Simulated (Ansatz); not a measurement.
## TiO2 (Anatase): band structure with r2SCAN

Crystal: TiO2 (Anatase).

```xyz
6
Lattice="-1.8921 1.8921 4.7573 1.8921 -1.8921 4.7573 1.8921 1.8921 -4.7573" Properties=species:S:1:pos:R:3 pbc="T T T"
Ti    0.0000    1.8921    2.3786
Ti    0.0000    0.0000    0.0000
O     0.0000    0.0000    7.5346
O     0.0000    1.8921    0.3987
O     0.0000    1.8921    4.3586
O     0.0000    0.0000    1.9800
```

```
Program                             : Ansatz 0.2.0
Task                                : band structure
Functional                          : r2SCAN
Potentials or basis                 : Ansatz PAW
Cutoff                              : 500 eV (not typed: the program's choice for these potentials)
k mesh                              : 10 × 10 × 10
Occupations                         : fermi-dirac, width 0.05 eV
Spin                                : no spin polarisation
Path                                : [["G", "X", "Y", "S", "G", "Z", "S1", "N", "P", "Y1", "Z"], ["X", "P"]]
Points for each segment of the path : 14
```

```
Pressure                : 0.5 GPa
Largest force           : 0.010 eV/Å
Band gap on the k mesh  : 2.52 eV, indirect (least direct gap 2.86 eV)
Band gap along the path : 2.50 eV, indirect (least direct gap 2.86 eV)
```

Forces in eV/Å, atoms in the order of the input:
```
Ti   0.000  0.000  0.000
Ti   0.000  0.000  0.000
O    0.000  0.000 -0.010
O    0.000  0.000 -0.010
O    0.000  0.000  0.010
O    0.000  0.000  0.010
```

Stress tensor (GPa, compression positive):
```
0.22 0.00 0.00
0.00 0.22 0.00
0.00 0.00 1.11
```

Levels at the corners of the path, in eV from the valence-band top:
```tsv
point	band 21	band 22	band 23	band 24	band 25	band 26	band 27	band 28
Γ	-0.78	-0.78	-0.50	-0.50	2.50	3.24	4.39	4.39
X	-2.10	-2.10	-0.05	-0.05	3.73	3.73	4.20	4.20
Y	-1.94	-1.94	-0.09	-0.09	3.70	3.70	4.14	4.14
S	-1.23	-0.97	-0.94	-0.85	3.60	3.88	3.95	4.00
Γ	-0.78	-0.78	-0.50	-0.50	2.50	3.24	4.39	4.39
Z	-1.30	-1.30	-0.14	-0.14	2.86	2.86	4.17	4.17
S1	-1.23	-0.97	-0.94	-0.85	3.60	3.88	3.95	4.00
N	-1.98	-0.99	-0.87	-0.68	3.63	3.94	3.95	4.05
P	-1.63	-1.63	-0.24	-0.24	3.95	3.95	3.99	3.99
Y1	-1.94	-1.94	-0.09	-0.09	3.70	3.70	4.14	4.14
Z	-1.30	-1.30	-0.14	-0.14	2.86	2.86	4.17	4.17
X	-2.10	-2.10	-0.05	-0.05	3.73	3.73	4.20	4.20
P	-1.63	-1.63	-0.24	-0.24	3.95	3.95	3.99	3.99
```

It took 28 s on 2 threads of Arm Neoverse V2, with other jobs on the host, peak memory 0.63 GiB.

Caveat: the PAW data sets come from PBE, with cores solved anew for the run's functional, which leaves a small shift of forces and pressure. r2SCAN opens gaps a little over a GGA but as a rule still falls short of measured ones.
